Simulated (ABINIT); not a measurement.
Crystal: CaO.

```
CELL_PARAMETERS angstrom
0.00000 2.40356 2.40356
2.40356 0.00000 2.40356
2.40356 2.40356 0.00000
ATOMIC_POSITIONS crystal
Ca 0.00000 0.00000 0.00000
O 0.50000 0.50000 0.50000
```

The cell is a database's computed one.

Base run:

```yaml
Program: ABINIT 10.8.3 (patched build)
Functional: PBE
Potentials_or_basis: PseudoDojo NC SR PBE v0.4.1 standard
Cutoff: 952 eV
k_mesh: 6 × 6 × 6
Occupations: fixed
Spin: no spin polarisation
```

Its results: band gap on the k mesh 3.66 eV, indirect (least direct gap 4.04 eV).

Task: The run is repeated on the same cell with these changes: functional from PBE to PBEsol. What comes out?

Result: Band gap on the k mesh 3.56 eV, indirect (least direct gap 3.94 eV).

A k mesh can miss the band edges.
